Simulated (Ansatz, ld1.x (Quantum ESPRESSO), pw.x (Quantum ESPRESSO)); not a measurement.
# Which P potential is closest to all-electron in the fcc crystal?

All use PBE, scalar-relativistic, no spin, cutoffs from each file’s atomic test, pw.x 7.5; 14³ k-points, Fermi–Dirac smearing 0.01 Ry. Δ is the rms difference from all-electron LAPW of the E(V) curves that follow from fits to the pressures, over ±6 % in volume. Mesh and smearing are coarse and serve the comparison alone. The files are a selection: those with a ghost or negative overlap were mostly not run, and those with noisy or unconverged pressures or nearly equal Δ are left out.

All-electron: a0 = 3.878 Å (V0 = 14.58 Å³/atom), B0 = 88.9 GPa.

(1) Rank them by Δ, smallest first.
A. ultrasoft, ld1.x (Quantum ESPRESSO) 7.5, PBE; core [Ne], reference 3s1.75 3p3.25; waves: 3s (bound): rcut 1.30, rcutus 1.80 bohr; 3s channel at 0.8 Ry: rcut 1.30, rcutus 1.80 bohr; 3p (bound): rcut 1.10, rcutus 1.50 bohr; 3p channel at 1.1 Ry: rcut 1.10, rcutus 1.50 bohr; local part: all-electron potential smoothed inside 1.15 bohr (lloc = -1); core correction: a·sin(br)/r model core, default radius (core density twice the valence density); augmentation: built from norm-conserving waves at rcut, not smoothed further.
B. norm-conserving RRKJ (Kleinman–Bylander form), ld1.x (Quantum ESPRESSO) 7.5, PBE; core [Ne], reference 3s2 3p3; waves: 3p (bound): rc 1.40 bohr; 3d channel at 0.35 Ry: rc 1.45 bohr; 3s (bound): rc 1.25 bohr; local part: the s channel; core correction: a·sin(br)/r model core, default radius (core density twice the valence density); rho0 0.02.
C. norm-conserving Troullier–Martins (Kleinman–Bylander form), ld1.x (Quantum ESPRESSO) 7.5, PBE; core [Ne], reference 3s2 3p3; waves: 3s (bound): rc 1.25 bohr; 3p (bound): rc 2.05 bohr; 3d channel at 0.4 Ry: rc 1.60 bohr; local part: the d channel; core correction: Bessel-smoothed model core, default radius (core density twice the valence density).
D. PAW, ld1.x (Quantum ESPRESSO) 7.5, PBE; core [Ne], reference 3s2 3p3; waves: 3s (bound): rcut 1.25, rcutus 1.60 bohr; 3s channel at 3.3 Ry: rcut 1.25, rcutus 1.60 bohr; 3p (bound): rcut 1.10, rcutus 1.40 bohr; 3p channel at -0.1 Ry: rcut 1.10, rcutus 1.40 bohr; local part: all-electron potential smoothed inside 1.45 bohr (lloc = -1); core correction: Bessel-smoothed model core inside 0.90 bohr; augmentation: PSQ, inside the norm-conserving radii.

Results:

(1) B (1.1 meV/atom), C (2.3 meV/atom), A (7.4 meV/atom), D (13.8 meV/atom).
